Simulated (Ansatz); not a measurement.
Program: Ansatz. Geometries: PBE0-D4/def2-TZVP. ΔE: electronic, gas phase. CCSD(T)/CBS adds triple-zeta CCSD(T) − MP2 to the extrapolated MP2 energy (def2 sets, frozen cores). Functionals use def2-TZVPP. B3LYP here is the variant with VWN-RPA as its local correlation; programs differ in this. Elements past krypton have def2 core potentials. For Zr outer-core shells are correlated without core-valence functions, which leaves a few kJ/mol of doubt a bond. One conformer a species, not always the lowest.

Consider the substitution at a C–C bond: `CC(C)(C)[CH2][Zr]([F])([F])[F]` + `CC(C)(C)O` → `CC(C)(C)OC(C)(C)C` + `[CH3][Zr]([F])([F])[F]`.

`CC(C)(C)[CH2][Zr]([F])([F])[F]`:

```xyz
20

C     1.398   -0.181    0.558
C    -0.084   -0.494    0.344
C    -0.650   -1.116    1.619
C    -0.231   -1.489   -0.805
C    -0.843    0.800    0.011
Zr    0.100    2.195   -1.417
F     1.338    3.227   -0.407
F     0.929    1.189   -2.805
F    -1.321    3.268   -2.081
H     1.948   -1.072    0.871
H     1.538    0.586    1.324
H     1.880    0.165   -0.367
H    -0.138   -2.053    1.862
H    -1.715   -1.333    1.506
H    -0.534   -0.439    2.470
H    -1.282   -1.740   -0.970
H     0.173   -1.090   -1.740
H     0.304   -2.417   -0.584
H    -0.940    1.417    0.921
H    -1.871    0.578   -0.309
```

`CC(C)(C)O`:

Cartesian coordinates in Å:
```
C 1.321 0.537 0.206
C -0.014 -0.047 -0.238
C -0.141 -1.493 0.205
C -1.171 0.785 0.299
O -0.071 -0.087 -1.662
H 2.144 -0.046 -0.210
H 1.424 1.571 -0.138
H 1.411 0.539 1.295
H 0.674 -2.088 -0.212
H -1.085 -1.913 -0.147
H -0.108 -1.569 1.294
H -1.177 0.797 1.392
H -2.121 0.378 -0.050
H -1.094 1.821 -0.044
H 0.008 0.814 -1.989
```

`CC(C)(C)OC(C)(C)C`:

```xyz
27

C     0.618   -1.935    1.602
C    -0.104   -0.703    1.070
C    -0.124    0.365    2.163
C    -1.526   -1.093    0.683
O     0.721   -0.310   -0.026
C     0.372    0.588   -1.080
C     1.727    0.926   -1.688
C    -0.484   -0.103   -2.140
C    -0.296    1.877   -0.616
H     0.650   -2.712    0.836
H     0.112   -2.331    2.485
H     1.644   -1.678    1.871
H    -0.724    1.232    1.887
H    -0.545   -0.051    3.081
H     0.894    0.698    2.373
H    -1.525   -1.865   -0.087
H    -2.109   -0.242    0.327
H    -2.037   -1.492    1.562
H     2.228    0.012   -2.015
H     2.361    1.416   -0.947
H     1.613    1.589   -2.548
H    -0.041   -1.065   -2.404
H    -1.507   -0.272   -1.805
H    -0.529    0.513   -3.042
H     0.314    2.387    0.132
H    -1.290    1.705   -0.202
H    -0.411    2.546   -1.472
```

`[CH3][Zr]([F])([F])[F]`:

Z-matrix (Å, degrees):
```
C
Zr 1 2.203
H 1 1.096 2 111.1
H 1 1.096 2 111.1 3 -120.0
H 1 1.096 2 111.1 3 120.0
F 2 1.899 1 106.5 3 179.9
F 2 1.899 1 106.5 3 -60.1
F 2 1.899 1 106.5 3 59.9
```

(1) Is it downhill or uphill in electronic energy at CCSD(T)/CBS, and by how much? (Best estimate.)

(2) What do these levels give: B3LYP-D4, B2PLYP, PBE, CAM-B3LYP, LC-ωPBE, CCSD(T)/def2-SVP? (Best estimate.)

Largest T1 diagnostic among the species: 0.017.

Answers

(1) Computed: Uphill: ΔE = +44.6 kJ/mol.

(2) Ansatz gave: B3LYP-D4 33.1, B2PLYP 39.7, PBE 41.1, CAM-B3LYP 33.7, LC-ωPBE 41.7, CCSD(T)/def2-SVP 46.8 kJ/mol.

In def2-TZVPP, CCSD(T) changes the Hartree–Fock value by +7.9 kJ/mol (the triples alone add −0.2 kJ/mol) and MP2 by +13.6 kJ/mol. Leaving LDA and LC-ωPBE aside and taking each functional with its dispersion term where it has one, the values, not all of them listed here, spread over 15.6 kJ/mol, from BLYP-D4 to PBE-QIDH. LDA lies −5.3 kJ/mol from PBE without D4.
